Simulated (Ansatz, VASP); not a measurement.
## One calculation of Al2Au, two programs

```
CELL_PARAMETERS angstrom
0.00000 3.00000 3.00000
3.00000 0.00000 3.00000
3.00000 3.00000 0.00000
ATOMIC_POSITIONS crystal
Au 0.00000 0.00000 0.00000
Al 0.75000 0.75000 0.75000
Al 0.25000 0.25000 0.25000
```

Alike in both runs: task relaxation of cell and atoms; functional revPBE; k mesh 8 × 8 × 8; occupations fermi-dirac, width 0.05 eV; no spin polarisation.

|  | VASP | Ansatz |
| --- | --- | --- |
| version | VASP 6.6.1 | Ansatz 0.2.0 |
| potentials or method | VASP PAW PBE potentials, release 64 (Au, Al) | Ansatz PAW |
| plane-wave cutoff (eV) | 600 | 420 |
| valence electrons in the cell | 17 | 25 |

|  | VASP | Ansatz | Ansatz less VASP |
| --- | --- | --- | --- |
| gap on the k mesh at the Fermi level, each at its own relaxed structure (eV) | none | none | - |
| relaxed volume (Å³/atom) | 18.76 | 18.81 | +0.050 |
| relaxed cell length with the largest relative difference (Å) | 4.301 | 4.305 | +0.0038 |
| energy change over the relaxation (meV/atom) | -10 | -12 | -1.5 |

A gap of «none» marks a metal or a gap that the smearing closes. The two sets of potentials don't hold the same shells in valence.

Caveats: the PAW data sets were made with another functional, which shifts forces and pressure a little (VASP); the plane-wave basis is chosen anew once the cell has moved, so the energies of steps on either side of that aren't comparable (Ansatz); the PAW data sets come from PBE, with cores solved anew for the run's functional, which leaves a small shift of forces and pressure (Ansatz). Zero-point motion and thermal expansion aren't in these numbers. revPBE gives volumes clearly too large for solids.
